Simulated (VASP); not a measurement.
**Input and output of a VASP PBE single-point calculation on LiF (strained CsCl)**

INCAR

```
NSW = 0
LASPH = .TRUE.
IBRION = -1
EDIFF = 1E-7
ISIF = 2
LELF = .TRUE.
LREAL = .FALSE.
ENCUT = 520
ISMEAR = -1
NELM = 120
LWAVE = .FALSE.
PREC = Accurate
GGA = PE
SIGMA = 0.02
NBANDS = 12
LCHARG = .TRUE.
```

KPOINTS

```
KPOINTS created by Atomic Simulation Environment
0
Gamma
10 10 10
0 0 0
```

KPOINTS_OPT

```
special points
4
Reciprocal
0.0000000000 0.0000000000 0.0000000000 1
0.0000000000 0.5000000000 0.0000000000 1
0.5000000000 0.5000000000 0.0000000000 1
0.5000000000 0.5000000000 0.5000000000 1
```

POSCAR

```
Li F
 1.0000000000000000
     2.5534990687999999    0.0000000000000000    0.0000000000000000
     0.0000000000000000    2.5534990687999999    0.0000000000000000
     0.0000000000000000    0.0000000000000000    2.5241266293000000
 Li  F
   1   1
Cartesian
  0.0000000000000000  0.0000000000000000  0.0000000000000000
  1.2767495343999999  1.2767495343999999  1.2620633146500000
```

VASP ran with the recommended PBE PAW datasets (10 valence electrons in the cell).

Command

```
mpirun -np 1 vasp_std
```

From OUTCAR

```
k-points           NKPTS =    126   k-points in BZ     NKDIM =    126   number of bands    NBANDS=     12

   NELECT =      10.0000    total number of electrons

   dimension x,y,z NGX =    20 NGY =   20 NGZ =   20
   dimension x,y,z NGXF=    40 NGYF=   40 NGZF=   40

  energy-cutoff  :      520.00
  volume of cell :       16.46
      direct lattice vectors                 reciprocal lattice vectors
     2.553499069  0.000000000  0.000000000     0.391619489  0.000000000  0.000000000
     0.000000000  2.553499069  0.000000000     0.000000000  0.391619489  0.000000000
     0.000000000  0.000000000  2.524126629     0.000000000  0.000000000  0.396176637

 k-points in reciprocal lattice and weights: KPOINTS created by Atomic Simulation Env
   0.00000000  0.00000000  0.00000000       0.001
   0.10000000  0.00000000  0.00000000       0.004
   0.20000000  0.00000000  0.00000000       0.004
   0.30000000  0.00000000  0.00000000       0.004
   0.40000000  0.00000000  0.00000000       0.004
   0.50000000  0.00000000  0.00000000       0.002
   0.10000000  0.10000000  0.00000000       0.004
   0.20000000  0.10000000  0.00000000       0.008
   ...

 E-fermi :   0.6791

 k-point     1 :       0.0000    0.0000    0.0000
  band No.  band energies     occupation
      1     -42.6299      2.00000
      2     -20.6615      2.00000
      3      -0.5188      2.00000
      4      -0.5188      2.00000
      5      -0.3917      2.00000
      6       7.8741      0.00000
      7      19.0150      0.00000
      8      19.3105      0.00000
      9      21.2125      0.00000
     10      21.2125      0.00000
     11      21.5429      0.00000
     12      38.5554      0.00000

 k-point     2 :       0.1000    0.0000    0.0000
  band No.  band energies     occupation
      1     -42.6252      2.00000
      2     -20.6195      2.00000
      3      -0.8747      2.00000
      4      -0.4819      2.00000
      5      -0.3564      2.00000
      6       8.1201      0.00000
      7      17.6792      0.00000
      8      19.4696      0.00000
      9      21.1590      0.00000
     10      21.4998      0.00000
     11      23.2013      0.00000
     12      37.1653      0.00000

 k-point     3 :       0.2000    0.0000    0.0000
  band No.  band energies     occupation
      1     -42.6132      2.00000
      2     -20.5082      2.00000
      3      -1.7148      2.00000
      4      -0.3839      2.00000
      5      -0.2626      2.00000
      6       8.6443      0.00000
      7      16.1186      0.00000
      8      20.1535      0.00000
      9      21.0004      0.00000
     10      21.3690      0.00000
     11      26.4936      0.00000
     12      33.9761      0.00000

 k-point     4 :       0.3000    0.0000    0.0000
  band No.  band energies     occupation
      1     -42.5982      2.00000
      2     -20.3654      2.00000
      3      -2.6276      2.00000
      4      -0.2598      2.00000
      5      -0.1440      2.00000
      6       9.1162      0.00000
      7      15.0698      0.00000
      8      20.7720      0.00000
      9      21.1757      0.00000
     10      21.2961      0.00000
     11      30.2915      0.00000
     12      30.5821      0.00000

 k-point     5 :       0.4000    0.0000    0.0000
  band No.  band energies     occupation
      1     -42.5861      2.00000
      2     -20.2455      2.00000
      3      -3.2975      2.00000
      4      -0.1568      2.00000
      5      -0.0457      2.00000
      6       9.3750      0.00000
      7      14.5224      0.00000
      8      20.5609      0.00000
      9      20.9932      0.00000
     10      22.8828      0.00000
     11      27.5777      0.00000
     12      33.3679      0.00000

 k-point     6 :       0.5000    0.0000    0.0000
  band No.  band energies     occupation
      1     -42.5816      2.00000
      2     -20.1989      2.00000
      3      -3.5411      2.00000
      4      -0.1169      2.00000
      5      -0.0076      2.00000
      6       9.4463      0.00000
      7      14.3621      0.00000
      8      20.4740      0.00000
      9      20.9173      0.00000
     10      24.5271      0.00000
     11      25.4750      0.00000
     12      33.1667      0.00000

 k-point     7 :       0.1000    0.1000    0.0000
  band No.  band energies     occupation
      1     -42.6208      2.00000
      2     -20.5776      2.00000
      3      -0.8701      2.00000
      4      -0.8046      2.00000
      5      -0.3219      2.00000
      6       8.3742      0.00000
      7      17.3385      0.00000
      8      18.5161      0.00000
      9      21.4804      0.00000
     10      22.4191      0.00000
     11      23.9354      0.00000
     12      34.7651      0.00000

 k-point     8 :       0.2000    0.1000    0.0000
  band No.  band energies     occupation
      1     -42.6088      2.00000
      2     -20.4646      2.00000
      3      -1.6792      2.00000
      4      -0.7362      2.00000
      5      -0.2305      2.00000
      6       8.9355      0.00000
      7      16.0744      0.00000
      8      18.4993      0.00000
      9      21.4150      0.00000
     10      22.8808      0.00000
     11      26.8342      0.00000
     12      32.2471      0.00000

 k-point     9 :       0.3000    0.1000    0.0000
  band No.  band energies     occupation
      1     -42.5941      2.00000
      2     -20.3199      2.00000
      3      -2.5907      2.00000
      4      -0.6131      2.00000
      5      -0.1150      2.00000
      6       9.4582      0.00000
      7      15.0322      0.00000
      8      18.8080      0.00000
      9      21.3000      0.00000
     10      23.2667      0.00000
     11      29.9240      0.00000
     12      30.6276      0.00000

 k-point    10 :       0.4000    0.1000    0.0000
  band No.  band energies     occupation
      1     -42.5822      2.00000
      2     -20.1983      2.00000
      3      -3.2604      2.00000
      4      -0.5108      2.00000
      5      -0.0194      2.00000
      6       9.7618      0.00000
      7      14.4569      0.00000
      8      19.0574      0.00000
      9      21.1775      0.00000
     10      23.9063      0.00000
     11      28.1688      0.00000
     12      32.8422      0.00000

 k-point    11 :       0.5000    0.1000    0.0000
  band No.  band energies     occupation
      1     -42.5777      2.00000
      2     -20.1508      2.00000
      3      -3.5040      2.00000
      4      -0.4711      2.00000
      5       0.0177      2.00000
      6       9.8506      0.00000
      7      14.2827      0.00000
      8      19.1442      0.00000
      9      21.1234      0.00000
     10      24.3964      0.00000
     11      27.2616      0.00000
     12      32.4435      0.00000

 k-point    12 :       0.2000    0.2000    0.0000
  band No.  band energies     occupation
      1     -42.5975      2.00000
      2     -20.3479      2.00000
      3      -1.6426      2.00000
      4      -1.5117      2.00000
      5      -0.1455      2.00000
      6       9.6005      0.00000
      7      15.7417      0.00000
      8      17.2189      0.00000
      9      21.5273      0.00000
     10      24.3783      0.00000
     11      28.3985      0.00000
     12      30.3941      0.00000

 k-point    13 :       0.3000    0.2000    0.0000
  band No.  band energies     occupation
      1     -42.5833      2.00000
      2     -20.1978      2.00000
      3      -2.4932      2.00000
      4      -1.4485      2.00000
      5      -0.0383      2.00000
      6      10.2768      0.00000
      7      14.9364      0.00000
      8      16.9429      0.00000
      9      21.6433      0.00000
     10      24.4959      0.00000
     11      29.4914      0.00000
     12      31.3661      0.00000

 k-point    14 :       0.4000    0.2000    0.0000
  band No.  band energies     occupation
      1     -42.5719      2.00000
      2     -20.0717      2.00000
      3      -3.1616      2.00000
      4      -1.3475      2.00000
      5       0.0503      2.00000
      6      10.7240      0.00000
      7      14.2968      0.00000
      8      17.0385      0.00000
      9      21.7120      0.00000
     10      23.9652      0.00000
     11      29.8258      0.00000
     12      31.9060      0.00000

 k-point    15 :       0.5000    0.2000    0.0000
  band No.  band energies     occupation
      1     -42.5676      2.00000
      2     -20.0223      2.00000
      3      -3.4052      2.00000
      4      -1.3080      2.00000
      5       0.0845      2.00000
      6      10.8717      0.00000
      7      14.0776      0.00000
      8      17.1158      0.00000
      9      21.7306      0.00000
     10      23.6666      0.00000
     11      30.5216      0.00000
     12      31.7864      0.00000

 ...

  Total       -0.0275747     -0.0275747      0.3208374      0.0000000      0.0000000      0.0000000
  in kB       -2.6843503     -2.6843503     31.2329555      0.0000000      0.0000000      0.0000000
  external PRESSURE =       8.6214183 kB  Pullay stress =       0.0000000 kB

 POSITION                                       TOTAL-FORCE (eV/Angst)
 -----------------------------------------------------------------------------------
      0.00000      0.00000      0.00000         0.000000      0.000000      0.000000
      1.27675      1.27675      1.26206         0.000000      0.000000      0.000000
 -----------------------------------------------------------------------------------
    total drift:                                0.000000      0.000000      0.000000

  FREE ENERGIE OF THE ION-ELECTRON SYSTEM (eV)
  ---------------------------------------------------
  free  energy   TOTEN  =        -9.0460161439 eV

  energy  without entropy=       -9.0460161438  energy(sigma->0) =       -9.04601614
```

| Property | Result |
| --- | --- |
| gap between bands v and c | 7.61 eV |
| least direct gap | 8.27 eV |
| pressure | 0.9 GPa |

Band v is the last that the valence electrons fill when counted band by band, and c is the next.

The run took about 7.6 s on one core of a shared host (Intel Xeon 6975P-C) and held 0.14 GiB at most.
